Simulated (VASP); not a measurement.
A run of VASP 6.6.1 is set up as follows.

INCAR

```
ALGO = Normal
EDIFF = 1E-6
EDIFFG = -0.005
ENCUT = 520
GGA = PE
IBRION = 2
ISIF = 2
ISMEAR = 0
ISPIN = 2
LASPH = True
LCHARG = False
LORBIT = 11
LREAL = False
LWAVE = False
MAGMOM = 0.5 0 0 0 0 0 0 0 0 0 0 0 0 0 0 0 0 0 0 0 0 0 0 0 0 0 0 0 0 0 0 0 0 0 0 0 0 0 0 0 0 0 0 0 0 0 0 0 0 0 0 0 0 0 0 0 0 0 0 0 0 0 0
NELECT = 254
NELM = 60
NSW = 60
NUPDOWN = 2
PREC = Accurate
SIGMA = 0.02
```

The input KPOINTS:

```
k-points
0
Gamma
  1 1 1
```

Contents of POSCAR:

```
C62N
1.0
    7.1400000000      0.0000000000      0.0000000000
    0.0000000000      7.1400000000      0.0000000000
    0.0000000000      0.0000000000      7.1400000000
N C
1 62
Direct
    0.6250000000      0.6250000000      0.6250000000
    0.6250000000      0.3750000000      0.3750000000
    0.3750000000      0.6250000000      0.3750000000
    0.3750000000      0.3750000000      0.6250000000
    0.5000000000      0.2500000000      0.2500000000
    0.5000000000      0.2500000000      0.7500000000
    0.5000000000      0.7500000000      0.2500000000
    0.5000000000      0.7500000000      0.7500000000
    0.2500000000      0.5000000000      0.2500000000
    0.2500000000      0.5000000000      0.7500000000
    0.7500000000      0.5000000000      0.2500000000
    0.7500000000      0.5000000000      0.7500000000
    0.2500000000      0.2500000000      0.5000000000
    0.2500000000      0.7500000000      0.5000000000
    0.7500000000      0.2500000000      0.5000000000
    0.7500000000      0.7500000000      0.5000000000
    0.1250000000      0.6250000000      0.6250000000
    0.6250000000      0.1250000000      0.6250000000
    0.6250000000      0.6250000000      0.1250000000
    0.1250000000      0.3750000000      0.3750000000
    0.6250000000      0.3750000000      0.8750000000
    0.6250000000      0.8750000000      0.3750000000
    0.3750000000      0.1250000000      0.3750000000
    0.3750000000      0.6250000000      0.8750000000
    0.8750000000      0.6250000000      0.3750000000
    0.3750000000      0.3750000000      0.1250000000
    0.3750000000      0.8750000000      0.6250000000
    0.8750000000      0.3750000000      0.6250000000
    0.0000000000      0.5000000000      0.5000000000
    0.5000000000      0.0000000000      0.5000000000
    0.5000000000      0.5000000000      0.0000000000
    0.1250000000      0.1250000000      0.6250000000
    0.1250000000      0.6250000000      0.1250000000
    0.6250000000      0.1250000000      0.1250000000
    0.1250000000      0.3750000000      0.8750000000
    0.1250000000      0.8750000000      0.3750000000
    0.6250000000      0.8750000000      0.8750000000
    0.3750000000      0.1250000000      0.8750000000
    0.8750000000      0.1250000000      0.3750000000
    0.8750000000      0.6250000000      0.8750000000
    0.3750000000      0.8750000000      0.1250000000
    0.8750000000      0.3750000000      0.1250000000
    0.8750000000      0.8750000000      0.6250000000
    0.0000000000      0.2500000000      0.2500000000
    0.0000000000      0.2500000000      0.7500000000
    0.0000000000      0.7500000000      0.2500000000
    0.0000000000      0.7500000000      0.7500000000
    0.2500000000      0.0000000000      0.2500000000
    0.2500000000      0.0000000000      0.7500000000
    0.7500000000      0.0000000000      0.2500000000
    0.7500000000      0.0000000000      0.7500000000
    0.2500000000      0.2500000000      0.0000000000
    0.2500000000      0.7500000000      0.0000000000
    0.7500000000      0.2500000000      0.0000000000
    0.7500000000      0.7500000000      0.0000000000
    0.1250000000      0.1250000000      0.1250000000
    0.1250000000      0.8750000000      0.8750000000
    0.8750000000      0.1250000000      0.8750000000
    0.8750000000      0.8750000000      0.1250000000
    0.0000000000      0.0000000000      0.5000000000
    0.0000000000      0.5000000000      0.0000000000
    0.5000000000      0.0000000000      0.0000000000
    0.0000000000      0.0000000000      0.0000000000
```

Potentials or basis: VASP PAW PBE potentials, release 64 (N, C).

Command:

```bash
$ cat potpaw_PBE.64/N/POTCAR potpaw_PBE.64/C/POTCAR > POTCAR
$ mpirun -np 1 vasp_std > vasp.out
```

(1) Predict the energy gained by relaxing.

Answers

(1) 15.5 meV/atom.

Caveat: the moment is held away from its start; the total moment is fixed, so each spin has its own Fermi level.
